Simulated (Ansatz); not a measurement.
# WS2: the cost of one run

Method: DFT r2SCAN, scalar-relativistic, plane waves, PAW, in Ansatz 0.2.0.

1 further run of the same task is left out (set aside as unsound or not needed). Runs told in other sessions of the task aren't counted.

**1. The structure to begin with**

It takes space group P-6m2 (No. 187, hexagonal). Conventional cell: a = 3.181 Å, b = 3.181 Å, c = 16.951 Å, α = 90.00°, β = 90.00°, γ = 120.00°. W (site symmetry -6m2) has 6 S at 2.41 Å in its first shell of neighbours. Around S (site symmetry 3m) lie 3 W at 2.41 Å.

Structure file:

```xyz
3
Lattice="3.1811 0.0000 0.0000 -1.5905 2.7549 0.0000 0.0000 0.0000 16.9507" Properties=species:S:1:pos:R:3 pbc="T T T"
W     0.0000    1.8366    0.0000
S     1.5905    0.9183   15.3917
S     1.5905    0.9183    1.5591
```

It goes back to an entry of the Materials Project, which need not be the stable form.

It is the result of an earlier relaxation at this level (volume 49.52 Å³/atom; gap on the mesh: 1.90 eV).

**2. Zero of energy**

Reference values: F = -12211.6138 eV; pressure 0.00 GPa; largest force 0.001 eV/Å; gap on the mesh 1.90 eV. It was computed beforehand with the settings of the runs below.

**3. Next: energy and stress against strain**

The cell is strained by ε times the Voigt pattern (0, 1, 0, 0, 0, 0) (xx, yy, zz, yz, xz, xy; engineering shear), with fractional coordinates fixed (clamped ions). The stress on the pattern is the sum of the stress components weighted by it, tension positive.

**4. Point ε = -0.0200**

File input.yaml:

```yaml
crystal:
  lattice:
    - [3.1810953814, 0.0, 0.0]
    - [-1.5905476907, 2.6998112239, 0.0]
    - [0.0, 0.0, 16.9507399585]
  atoms:
    - { symbol: W, position: [0.3333333333, 0.6666666667, 0.0] }
    - { symbol: S, position: [0.6666666667, 0.3333333333, 0.9080224901] }
    - { symbol: S, position: [0.6666666667, 0.3333333333, 0.0919775099] }
basis:
  ecutwfc: 500
kpoints:
  mp_grid: { grid: [12, 12, 2] }
hamiltonian:
  xc: r2scan
scf:
  occupations: { method: gaussian, width: 0.05 }
output:
  forces: true
  stress: true
  eigenvalues: true
  write_density: true
  write_potential: true
  elf: true
  volumetric_format: npy
```

On the command line:

```
ansatz run input.yaml --threads 1 --pin off --max-ram 2560MiB --backend cpu --events-out ev --progress --plain --runs-dir out
```

**Question.** How long does this run take on 1 thread of Intel Xeon at 2.50GHz (Skylake/Cascade Lake), shared host, and how much memory does it need?

About 71 s, with a peak of 0.73 GiB.
